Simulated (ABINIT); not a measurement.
## Ti in ABINIT: convergence with smearing width

Input of the first run (smearing width 0.272 eV); the others differ in this setting and in those tied to it:

run.abi

```
# Pseudopotentials
pp_dirpath "./"
pseudos "Ti_ONCV_PBE-1.2.upf"

# Structure
acell 5.5746920676 5.5746920677 8.8439182632
rprim
     1.0000000000     0.0000000000     0.0000000000
    -0.5000000000     0.8660254038     0.0000000000
     0.0000000000     0.0000000000     1.0000000000
ntypat 1
znucl 22
natom 2
typat 1 1
xred
     0.6861620000     0.3268800000     0.7484870000
     0.3379730000     0.6729080000     0.2487300000
chkprim 0
chksymtnons 0
tolsym 1.0e-6

# Plane-wave basis
ecut 26.0

# k points
kptopt 1
ngkpt 6 6 4
nshiftk 1
shiftk 0.0 0.0 0.0

# Exchange and correlation
ixc 11

# Bands and occupations
nband 16
occopt 6
tsmear 0.272 eV

# SCF cycle
nstep 100
tolvrs 1.0e-10

# Output
iomode 3
prtwf 0
prtden 0
prteig 0
prtebands 0
enunit 1
prtvol 2
```

Potentials or basis: SG15 NC PBE v1.2.

The run is started by

```bash
$ abinit run.abi > log 2>&1
```

The cell isn't the ideal one: atoms moved at random, drawn with an rms of 0.05 Å.

Hardware: 1 thread of Arm Neoverse V1, with other jobs on the host.

**Question.** The values tried are 0.272 eV, 0.2 eV, 0.136 eV, 0.1 eV, 0.05 eV, 0.025 eV, 0.01 eV, loosest first. From which on does the pressure stay within 0.1 GPa of the tightest run that finished?

**Answer.** From 0.05 eV on.

```tsv
smearing width	energy less the tightest run (meV/atom)	pressure (GPa)	largest force (eV/Å)	SCF cycles	CPU time (s)	peak memory (GiB)
0.272 eV	-3.63	-1.50	0.107	16	77	0.08
0.2 eV	-2.70	-1.46	0.099	15	72	0.08
0.136 eV	-1.55	-1.48	0.092	15	74	0.08
0.1 eV	-1.09	-1.52	0.093	13	64	0.08
0.05 eV	-0.55	-1.59	0.100	15	72	0.08
0.025 eV	-0.20	-1.61	0.105	15	71	0.08
0.01 eV	0.00	-1.65	0.122	14	66	0.08
```

Against the tightest run, the energy stays within 1 meV/atom from 0.05 eV on. Not settled before the last step: the largest force (to 0.005 eV/Å). Narrower smearing needs a denser k mesh, so at a fixed mesh the narrowest width isn't the most accurate. The tightest run that finished is the yardstick and may itself not be fully converged.

Caveat, for the tightest run too: the k mesh is coarse (spacing up to 0.41 Å⁻¹), so the values aren't converged.
